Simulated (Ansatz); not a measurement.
Molecular dynamics on a 2×2×2 supercell (16 atoms) of GaP (CsCl type), relaxed with r2SCAN. Forces come from r2SCAN in Ansatz: a Langevin thermostat at fixed volume, 200 K, steps of 1.5 fs. Spin polarisation is off, nuclei are classical, and the run is far too short for thermal averages. The structure comes from a prototype and may be hypothetical.

```yaml
crystal:
  lattice:
    - [6.3728701539, 0.0, 0.0]
    - [0.0, 6.3728701539, 0.0]
    - [0.0, 0.0, 6.3728701539]
  atoms:
    - { symbol: Ga, position: [0.0, 0.0, 0.0] }
    - { symbol: P, position: [0.25, 0.25, 0.25] }
    - { symbol: Ga, position: [0.0, 0.0, 0.5] }
    - { symbol: P, position: [0.25, 0.25, 0.75] }
    - { symbol: Ga, position: [0.0, 0.5, 0.0] }
    - { symbol: P, position: [0.25, 0.75, 0.25] }
    - { symbol: Ga, position: [0.0, 0.5, 0.5] }
    - { symbol: P, position: [0.25, 0.75, 0.75] }
    - { symbol: Ga, position: [0.5, 0.0, 0.0] }
    - { symbol: P, position: [0.75, 0.25, 0.25] }
    - { symbol: Ga, position: [0.5, 0.0, 0.5] }
    - { symbol: P, position: [0.75, 0.25, 0.75] }
    - { symbol: Ga, position: [0.5, 0.5, 0.0] }
    - { symbol: P, position: [0.75, 0.75, 0.25] }
    - { symbol: Ga, position: [0.5, 0.5, 0.5] }
    - { symbol: P, position: [0.75, 0.75, 0.75] }
kpoints:
  mp_grid: { grid: [2, 2, 2] }
hamiltonian:
  xc: r2scan
scf:
  occupations: { method: fermi_dirac, width: 0.02 }
md:
  ensemble: nvt_langevin
  temperature: 200
  timestep: 1.5
  n_steps: 40
  initial_velocities: maxwell_boltzmann
  seed: 687
```

Run as `ansatz run input.yaml --threads 4 --pin off --max-ram 3686MiB --backend cpu --events-out ev --progress --plain --runs-dir out`. Wall time 3.8 min on 4 threads of Arm Neoverse V2, with other jobs on the host; peak host memory 1.5 GiB.

```csv
step,t (fs),T (K),free energy F from step 0 (meV/atom),kinetic energy (meV/atom),largest force (eV/Å)
0,0,188,0.0,24.2,0.00
1,1.5,189,0.0,24.4,0.05
2,3,187,0.0,24.2,0.09
3,4.5,191,-0.1,24.6,0.14
4,6,182,-0.1,23.5,0.18
5,7.5,173,-0.2,22.3,0.21
6,9,160,-0.2,20.7,0.25
7,10.5,160,-0.3,20.7,0.28
8,12,163,-0.4,21.0,0.31
9,13.5,167,-0.5,21.6,0.34
10,15,156,-0.6,20.2,0.37
11,16.5,169,-0.7,21.8,0.40
12,18,161,-0.8,20.8,0.43
13,19.5,166,-1.0,21.4,0.46
14,21,177,-1.2,22.9,0.49
15,22.5,176,-1.4,22.8,0.53
16,24,186,-1.7,24.1,0.56
17,25.5,194,-2.0,25.1,0.60
18,27,203,-2.5,26.2,0.63
19,28.5,212,-2.9,27.4,0.65
20,30,191,-3.3,24.6,0.67
21,31.5,203,-3.7,26.2,0.69
22,33,195,-4.2,25.2,0.71
23,34.5,197,-4.8,25.5,0.75
24,36,203,-5.5,26.2,0.78
25,37.5,186,-6.2,24.0,0.82
26,39,194,-7.0,25.1,0.86
27,40.5,208,-7.8,26.9,0.89
28,42,217,-8.6,28.0,0.92
29,43.5,236,-9.7,30.5,0.94
30,45,257,-11.0,33.2,0.95
31,46.5,271,-12.7,35.1,0.96
32,48,283,-14.6,36.6,0.98
33,49.5,303,-16.7,39.2,1.00
34,51,332,-19.0,42.9,1.02
35,52.5,341,-21.5,44.1,1.05
36,54,384,-24.2,49.6,1.08
37,55.5,414,-27.2,53.5,1.13
38,57,437,-30.5,56.5,1.17
39,58.5,445,-33.8,57.5,1.22
40,60,450,-37.3,58.2,1.27
```

The temperature starts at 188 K, is lowest at step 10 (156 K, 15 fs) and ends at 450 K. The free energy ends below that of the starting lattice, which is therefore no minimum: the cell is distorting and heats up. By the last step the atoms have moved 0.20 Å in the root mean square, the drift of the whole cell taken out, 0.42 Å at most.

Positions (Å) and forces (eV/Å) at step 40:
```
Ga  -0.086   0.068   0.106     0.791   0.238  -0.704
P    1.530   1.543   1.586    -0.056  -0.364  -0.453
Ga  -0.031  -0.071   3.085    -0.044   0.026   0.494
P    1.487   1.796   4.802    -0.314   0.896  -0.193
Ga   0.004   3.142   0.062    -0.005   0.018  -0.112
P    1.520   4.765   1.657     0.624  -0.459   1.007
Ga  -0.032   3.265   3.249     0.263  -0.222   0.033
P    1.552   4.998   5.096    -0.170   0.863   0.170
Ga   3.279  -0.127  -0.073    -0.296   0.227   0.369
P    4.708   1.530   1.671    -0.124   0.577   0.386
Ga   3.143   0.045   3.242    -0.334  -0.285  -0.243
P    4.732   1.254   4.856     0.264  -0.349   0.465
Ga   3.139   3.247  -0.032     0.006  -0.313   0.081
P    4.922   4.847   1.229    -0.457  -0.210  -0.295
Ga   3.214   3.175   3.294    -0.216   0.144  -0.223
P    4.754   4.650   4.660     0.069  -0.788  -0.782
```
